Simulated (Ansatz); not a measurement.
**VN (Fm-3m): seeking the equilibrium cell**

Aim: the volume at which the pressure of VN (Fm-3m) vanishes.

Computed with Ansatz 0.2.0 (DFT PBE+U (U_eff = 3.2 eV on V 3d), scalar-relativistic, plane waves, PAW, unless a step's input says otherwise).

### Step 1. The starting structure

Symmetry: Fm-3m, No. 225, cubic system. The conventional cell has a = 4.128 Å, b = 4.128 Å, c = 4.128 Å, α = 90.00°, β = 90.00°, γ = 90.00°. V (site symmetry m-3m) has 6 N at 2.06 Å as nearest neighbours. N (site symmetry m-3m) has 6 V at 2.06 Å as nearest neighbours.

As a file:

```
V N
1.0
     0.00000    2.06400    2.06400
     2.06400    0.00000    2.06400
     2.06400    2.06400    0.00000
V N
1 1
Cartesian
  0.0000 0.0000 0.0000
  2.0640 2.0640 2.0640
```

Starting moments: V 2.00 μB.

### Step 2. First run, at the start cell

File input.yaml:

```yaml
crystal:
  lattice:
    - [0.0, 2.064, 2.064]
    - [2.064, 0.0, 2.064]
    - [2.064, 2.064, 0.0]
  atoms:
    - { symbol: V, position: [0.0, 0.0, 0.0], spin: 2.0 }
    - { symbol: "N", position: [0.5, 0.5, 0.5] }
basis:
  ecutwfc: 420
  ecutrho_ratio: 4
kpoints:
  mp_grid: { grid: [6, 6, 6] }
hamiltonian:
  xc: pbe
  hubbard: { sites: [{ species: V, l: d, u_eff: 3.25 }] }
scf:
  occupations: { method: gaussian, width: 0.05 }
output:
  forces: true
  stress: true
  eigenvalues: true
  populations: true
  hubbard: { sites: [{ species: V, l: d }] }
magnetization:
  spin_polarized: true
```

Launch:

```sh
$ ansatz run input.yaml --threads 2 --pin off --max-ram 5120MiB --backend cpu --events-out ev --progress --plain --runs-dir out
```

After this run come: The same volume, run 2; Volume adjusted, run 3; A new volume, run 4; Next volume, run 5.

Before running it: what results should come out? Wanted: volume; pressure; conventional cell; gap on the mesh; moments in the spheres.

**Answer**, as computed:

| quantity | value |
| --- | --- |
| volume | 9.921 Å³/atom |
| pressure | 0.01 GPa |
| conventional cell | a = 4.298 Å, b = 4.298 Å, c = 4.298 Å, α = 90.00°, β = 90.00°, γ = 90.00° |
| gap on the mesh | none (metal) |
| moments in the spheres | V 1.62 μB |

What this shows: The volume went from 8.79 to 9.92 Å³/atom (+12.8 %), where 0.01 GPa is left. Only the order of the starting moments is followed; others weren't tried in this session. With a Hubbard U or exact exchange the result depends on the state in which the open shell ends, and a lower one can't be excluded.
